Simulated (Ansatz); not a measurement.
**Ir: single point with RPBE**

Crystal: Ir.

```xyz
1
Lattice="0.0000 1.9156 1.9156 1.9156 0.0000 1.9156 1.9156 1.9156 0.0000" Properties=species:S:1:pos:R:3 pbc="T T T"
Ir    0.0000    0.0000    0.0000
```

```
Program             : Ansatz 0.2.0
Task                : single point
Functional          : RPBE
Potentials or basis : all-electron LAPW, scalar-relativistic
Cutoff              : 284 eV (chosen from the basis error)
Basis error allowed : 0.001 eV/atom
k mesh              : 12 × 12 × 12
Occupations         : gaussian, width 0.02 eV
Spin                : no spin polarisation
```

* Pressure: 15.3 GPa
* Band gap on the k mesh: none (metal or under the smearing width)

Levels at points of the mesh, in eV from the Fermi level:
| k point | band 18 | band 19 | band 20 | band 21 | band 22 | band 23 |
| --- | --- | --- | --- | --- | --- | --- |
| (0.00, 0.00, 0.00) | -3.95 | -3.95 | -3.95 | -1.24 | -1.24 | 13.55 |
| (0.00, 0.00, -0.50) | -4.06 | -4.06 | -0.82 | 0.89 | 0.89 | 7.34 |
| (0.00, -0.50, -0.50) | -7.44 | 0.85 | 1.48 | 1.48 | 1.65 | 10.63 |

Run time: 9.6 s on 1 thread of Arm Neoverse V1 (shared host), peak memory 0.29 GiB.

Caveat: so large a pressure means that the cell lies far from this level's equilibrium, or that cutoff or potentials fall short. Spin-orbit coupling is left out, which matters for the levels of Ir.
